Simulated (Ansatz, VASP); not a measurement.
This is a calculation of TePb for VASP 6.6.1. 

The input INCAR:

```
SYSTEM = TePb
PREC = Accurate
ENCUT = 600
EDIFF = 1E-6
ISMEAR = -1
SIGMA = 0.05
LREAL = .False.
LASPH = .True.
NELM = 80
ALGO = Normal
ISIF = 3
LWAVE = .False.
LCHARG = .False.
METAGGA = R2SCAN
LMIXTAU = .True.
IBRION = 2
NSW = 40
EDIFFG = -0.01
```

KPOINTS

```
Automatic mesh
0
Gamma
  7 7 7
  0 0 0
```

POSCAR

```
TePb
1.0
    0.0000000000      3.2310000000      3.2310000000
    3.2310000000      0.0000000000      3.2310000000
    3.2310000000      3.2310000000      0.0000000000
Pb Te
1 1
Direct
    0.0000000000      0.0000000000      0.0000000000
    0.5000000000      0.5000000000      0.5000000000
```

Potentials or basis: VASP PAW PBE potentials, release 64 (Pb_d, Te).

Launch:

```bash
$ cat potpaw_PBE.64/Pb_d/POTCAR potpaw_PBE.64/Te/POTCAR > POTCAR
$ mpirun -np 1 vasp_std > vasp.out
```

Task: Set up the same calculation for Ansatz 0.2.0. Potentials or basis there: Ansatz PAW, cutoff 500 eV.

Result: As run (cutoffs and basis follow the program's own potentials, and thresholds, step limits or extra output files can differ):

input.yaml

```yaml
crystal:
  lattice:
    - [0.0, 3.231, 3.231]
    - [3.231, 0.0, 3.231]
    - [3.231, 3.231, 0.0]
  atoms:
    - { symbol: Pb, position: [0.0, 0.0, 0.0] }
    - { symbol: Te, position: [0.5, 0.5, 0.5] }
hamiltonian:
  xc: r2scan
  pseudopotentials: { kind: paw }
kpoints:
  mp_grid: { grid: [7, 7, 7] }
scf:
  occupations: { method: fermi_dirac, width: 0.05 }
output:
  forces: true
  stress: true
  eigenvalues: true
  write_density: true
  write_potential: true
  elf: true
  volumetric_format: npy
relax:
  f_tol: 0.01
  max_steps: 40
  cell: { stress_tol: 0.05 }
```

Potentials or basis: Ansatz PAW.

Command:

```console
$ ansatz run input.yaml --threads 1 --pin off --max-ram 3584MiB --backend cpu --events-out ev --progress --plain --runs-dir out
```

Both were run:

|  | VASP | Ansatz |
| --- | --- | --- |
| Relaxed volume | 34.88 Å³/atom | 34.90 Å³/atom |
| Relaxed cell | a = 4.621 Å, b = 4.621 Å, c = 4.621 Å, α = 60.00°, β = 60.00°, γ = 60.00° | a = 4.622 Å, b = 4.622 Å, c = 4.622 Å, α = 60.00°, β = 60.00°, γ = 60.00° |
| Space group after relaxing | Fm-3m (No. 225) | Fm-3m (No. 225) |
| Pressure after relaxing | 0.0 GPa | 0.0 GPa |

Ansatz's pressure holds a Pulay term of +0.01 GPa for its cutoff of 500 eV, which the other run lacks.

The potentials hold 20 and 30 valence electrons a cell.

VASP's potentials were made for PBE. Ansatz's potentials were made for PBE.

Where Ansatz's input types no cutoff or centring, it takes its own default and a Γ-centred mesh.

Pressure is positive in compression.
